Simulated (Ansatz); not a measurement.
CdI2 built on the CdI2 prototype at its r2SCAN+rVV10 geometry, run in the plane-wave code Ansatz at 2 levels of theory. (Simulation; no magnetic order is allowed.)

The PBE+SOC input:
```yaml
crystal:
  lattice:
    - [4.2470085868, 0.0, 0.0]
    - [-2.1235042934, 3.6780173262, 0.0]
    - [0.0, 0.0, 6.8950273554]
  atoms:
    - { symbol: Cd, position: [0.0, 0.0, 0.0] }
    - { symbol: I, position: [0.3333333333, 0.6666666667, 0.2493934265] }
    - { symbol: I, position: [0.6666666667, 0.3333333333, 0.7506065735] }
kpoints:
  mp_grid: { grid: [12, 12, 4] }
  band_path:
    path:
      - [0.0, 0.0, 0.0]
      - [0.5, 0.0, 0.0]
      - [0.3333333333, 0.3333333333, 0.0]
      - [0.0, 0.0, 0.5]
      - [0.5, 0.0, 0.5]
      - [0.3333333333, 0.3333333333, 0.5]
      - [-0.119792, 0.119792, 0.213542]
      - [0.0, 0.455729, 0.359375]
    npoints: 1
hamiltonian:
  xc: pbe
scf:
  occupations: { method: fixed }
  n_extra_bands: 8
magnetization:
  noncollinear: true
  spin_orbit: true
output:
  forces: true
  stress: true
  eigenvalues: true
```

Main results, then, where recorded, the levels near the gap in eV from the Fermi energy (columns number the bands from 0), one row a point of the path (Γ, M, K, A, L, H, (-0.120, 0.120, 0.214), (0, 0.456, 0.359)):
```
Crystal: 3 atoms, lattice volume = 107.704 Å³
Symmetry: 12 space group operations + 12 with time reversal
Magnetic group: BNS 164.86 (UNI 1316)
```
```
Basis set: ecut = 420 eV, 2093 PW (Γ)
k-points: 69 of 576
SCF 1 converged in 9 iterations: F = -23290.777639 eV  dr2 = 2.59e-8
Free energy (F): -23290.777639 eV
Fermi energy:    6.492895 eV
--- Forces (eV/Å), atoms counted from 1 ---
  atom   1  Cd      0.00000      0.00000      0.00000
  atom   2  I       0.00000      0.00000      0.08471
  atom   3  I       0.00000      0.00000    -0.08471
--- Stress (GPa, compression-positive) ---
        1.713876       0.000000       0.000000
        0.000000       1.713876       0.000000
        0.000000       0.000000       1.608243
  P = ⅓ Tr σ = 1.6787 GPa (16.787 kbar)
```
```tsv
band_44	band_45	band_46	band_47	band_48	band_49	band_50	band_51	band_52	band_53	band_54	band_55	band_56	band_57	band_58	band_59
-1.389	-1.389	-0.865	-0.865	-0.281	-0.281	-0.179	-0.179	-0.151	-0.151	2.151	2.151	4.128	4.128	5.882	5.882
-3.243	-3.243	-2.357	-2.357	-1.707	-1.707	-1.210	-1.210	-0.349	-0.349	2.338	2.338	4.655	4.655	5.614	5.614
-2.802	-2.802	-2.455	-2.455	-2.226	-2.226	-1.404	-1.404	-1.307	-1.307	2.346	2.346	6.608	6.608	6.635	6.635
-2.169	-2.169	-0.947	-0.947	-0.728	-0.728	-0.407	-0.407	0.000	0.000	3.281	3.281	4.166	4.166	5.693	5.693
-3.592	-3.592	-1.887	-1.887	-1.296	-1.296	-1.165	-1.165	-0.495	-0.495	2.048	2.048	4.588	4.588	5.482	5.482
-3.191	-3.191	-2.901	-2.901	-2.580	-2.580	-0.708	-0.708	-0.489	-0.489	3.098	3.098	5.143	5.143	5.222	5.222
-1.804	-1.804	-1.258	-1.258	-0.824	-0.824	-0.469	-0.469	-0.154	-0.154	2.995	2.995	4.622	4.622	5.598	5.598
-3.444	-3.444	-1.935	-1.935	-1.422	-1.422	-1.132	-1.132	-0.486	-0.486	2.018	2.018	4.728	4.728	5.757	5.757
```

With PBE+SOC the valence top lies at A and the conduction bottom at k = (0, 0.456, 0.359), 2.02 eV higher; the smallest vertical gap, at Γ, is 2.30 eV.

PBE0. Against the first input these blocks differ (the band path and keys that only write files left aside):
```yaml
kpoints:
  mp_grid: { grid: [6, 6, 4] }
hamiltonian:
  xc: pbe0
scf:
  occupations: { method: fixed }
  n_extra_bands: 4
```
(magnetization left out)

```
Basis set: ecut = 420 eV, 2093 PW (Γ)
k-points: 24 of 144
SCF 1 stopped early in 2 iterations: F = -23281.994847 eV  dr2 = 3.65e-4
SCF 2 stopped early in 6 iterations: F = -23292.832729 eV  dr2 = 4.35e-6
hybrid outer 1: dexx = +1.909e-2 eV, tail = 6.34e-5 eV
SCF 3 converged in 5 iterations: F = -23292.832733 eV  dr2 = 1.33e-9
hybrid outer 2: dexx = +1.220e-6 eV, tail = 5.50e-8 eV, Δε = 4.46e-3 eV, ΔF = 2.38e-2 eV/Å
SCF 4 converged in 2 iterations: F = -23292.832733 eV  dr2 = 2.99e-10
hybrid outer 3: dexx = +8.541e-10 eV, tail = 7.39e-10 eV, Δε = 1.33e-4 eV, ΔF = 4.42e-4 eV/Å
Free energy (F): -23292.832733 eV
Fermi energy:    5.145993 eV
--- Forces (eV/Å), atoms counted from 1 ---
  atom   1  Cd      0.00000      0.00000      0.00000
  atom   2  I       0.00000      0.00000    -0.08509
  atom   3  I       0.00000      0.00000      0.08509
--- Stress (GPa, compression-positive) ---
        0.753879       0.000000       0.000000
        0.000000       0.753879       0.000000
        0.000000       0.000000       0.660243
  P = ⅓ Tr σ = 0.7227 GPa (7.227 kbar)
```
```tsv
band_22	band_23	band_24	band_25	band_26	band_27	band_28	band_29
-0.305	-0.305	-0.159	-0.159	-0.159	4.158	6.094	8.148
-3.000	-2.162	-1.628	-0.751	-0.143	4.307	6.661	7.548
-2.369	-2.369	-2.095	-1.192	-1.192	4.359	8.802	8.802
-1.730	-0.441	-0.441	-0.004	-0.004	5.354	6.151	7.926
-3.472	-1.406	-1.316	-0.553	-0.482	4.022	6.549	7.524
-2.899	-2.899	-2.473	-0.312	-0.312	5.218	7.208	7.208
-1.178	-0.756	-0.671	-0.270	0.023	5.048	6.637	7.689
-3.298	-1.459	-1.432	-0.612	-0.414	3.989	6.705	7.814
```

The PBE0 gap is indirect, 3.97 eV (k = (-0.120, 0.120, 0.214) to k = (0, 0.456, 0.359)), below the direct gap of 4.32 eV at Γ. The mean pressure at these positions is +0.7 GPa, compression counted positive. The stress of a hybrid is loosely converged here.

The hybrids run on coarser meshes, which limits their stresses and small splittings of levels.

Totals of different functionals, or with and without spin-orbit coupling, can't be compared.

Only the levels marked +SOC include spin-orbit coupling.
